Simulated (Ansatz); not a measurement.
## Band table of Co (sc type)

```
CELL_PARAMETERS angstrom
2.34016 0.00000 0.00000
0.00000 2.34016 0.00000
0.00000 0.00000 2.34016
ATOMIC_POSITIONS crystal
Co 0.00000 0.00000 0.00000
```

The cell comes from a relaxation on PAW files under the same functional, begun from a prototype that needn't be the stable phase.

Computed with Ansatz 0.2.0; functional PBE, scalar-relativistic. Settings: a Γ-centred 17×17×17 k mesh, Fermi–Dirac smearing of 0.05 eV, spin-polarised from start moments Co 1.7 μB. Methods: LAPW: all electrons, basis error target 1 meV/atom.

The magnetic state is the one reached from the start moments; other orders weren't searched.

Path points, in fractions of the reciprocal vectors: Γ (0.000, 0.000, 0.000), X (0.000, 0.500, 0.000), M (0.500, 0.500, 0.000), R (0.500, 0.500, 0.500). The distance column jumps between branches of the path. Levels in eV from the Fermi level, spin up; bands 5 to 11, counted from the lowest band of the run. The gap is zero, the pressure 0.03 GPa.

```
# k(1/Å) point b5 b6 b7 b8 b9 b10 b11
0.000 Γ -8.34 -4.37 -4.37 -1.20 -1.20 -1.20 18.68
0.192 - -8.19 -4.34 -4.29 -1.26 -1.26 -1.20 16.85
0.384 - -7.75 -4.28 -4.07 -1.43 -1.43 -1.18 13.94
0.575 - -7.06 -4.19 -3.72 -1.65 -1.65 -1.16 11.06
0.767 - -6.20 -4.09 -3.25 -1.90 -1.90 -1.14 8.38
0.959 - -5.35 -4.00 -2.63 -2.11 -2.11 -1.12 6.02
1.151 - -4.73 -3.94 -2.25 -2.25 -1.90 -1.11 4.17
1.342 X -4.51 -3.91 -2.30 -2.30 -1.47 -1.10 3.37
1.534 - -4.39 -3.84 -2.78 -2.29 -1.16 -0.91 3.40
1.726 - -4.13 -3.53 -3.45 -2.26 -1.30 0.02 3.47
1.918 - -4.04 -3.92 -2.86 -2.22 -1.50 1.05 3.59
2.110 - -4.52 -3.76 -2.17 -1.96 -1.72 2.17 3.80
2.301 - -4.88 -3.62 -2.13 -1.91 -1.03 3.30 4.12
2.493 - -5.11 -3.53 -2.09 -2.04 -0.33 4.29 4.52
2.685 M -5.18 -3.50 -2.08 -2.08 -0.06 4.74 4.74
2.956 - -5.04 -3.57 -2.06 -2.04 -0.53 3.08 5.42
3.227 - -4.72 -3.74 -1.97 -1.92 -1.49 0.48 7.02
3.499 - -4.85 -3.78 -2.46 -1.83 -1.75 -1.46 9.07
3.770 - -5.92 -3.85 -3.27 -1.96 -1.64 -1.55 11.44
4.041 - -7.17 -4.10 -3.88 -1.65 -1.43 -1.37 14.04
4.312 - -8.04 -4.30 -4.24 -1.32 -1.27 -1.25 16.80
4.583 Γ -8.34 -4.37 -4.37 -1.20 -1.20 -1.20 18.68
4.916 - -7.89 -4.22 -4.22 -1.33 -1.31 -1.31 16.96
5.248 - -6.62 -3.80 -3.80 -1.63 -1.63 -1.59 14.70
5.580 - -5.02 -3.16 -3.16 -2.10 -2.10 -1.39 12.96
5.912 - -4.30 -3.04 -3.04 -1.99 -1.99 0.59 11.86
6.244 - -4.26 -3.63 -3.63 -1.10 -1.10 4.18 11.35
6.577 - -4.27 -4.09 -4.09 -0.31 -0.31 8.44 11.28
6.909 R -4.26 -4.26 -4.26 0.00 0.00 11.36 11.36
7.180 - -4.29 -4.17 -4.10 -0.31 -0.12 9.83 10.01
7.451 - -4.33 -3.91 -3.66 -1.06 -0.49 7.39 7.52
7.722 - -4.30 -3.53 -3.09 -1.94 -1.16 5.11 5.43
7.994 - -4.10 -3.09 -2.85 -2.76 -1.74 2.95 4.22
8.265 - -3.67 -3.57 -3.39 -2.69 -1.51 1.07 3.64
8.536 - -4.26 -3.78 -2.98 -2.41 -1.21 -0.50 3.42
8.807 X -4.51 -3.91 -2.30 -2.30 -1.47 -1.10 3.37
10.706 R -4.26 -4.26 -4.26 0.00 0.00 11.36 11.36
10.898 - -4.31 -4.18 -4.18 -0.21 0.00 10.74 10.74
11.089 - -4.45 -3.95 -3.95 -0.77 -0.01 9.46 9.46
11.281 - -4.64 -3.57 -3.57 -1.52 -0.02 8.09 8.09
11.473 - -4.84 -3.11 -3.11 -2.29 -0.04 6.82 6.82
11.665 - -5.02 -2.93 -2.63 -2.63 -0.05 5.75 5.75
11.856 - -5.14 -3.35 -2.24 -2.24 -0.06 5.01 5.01
12.048 M -5.18 -3.50 -2.08 -2.08 -0.06 4.74 4.74
```
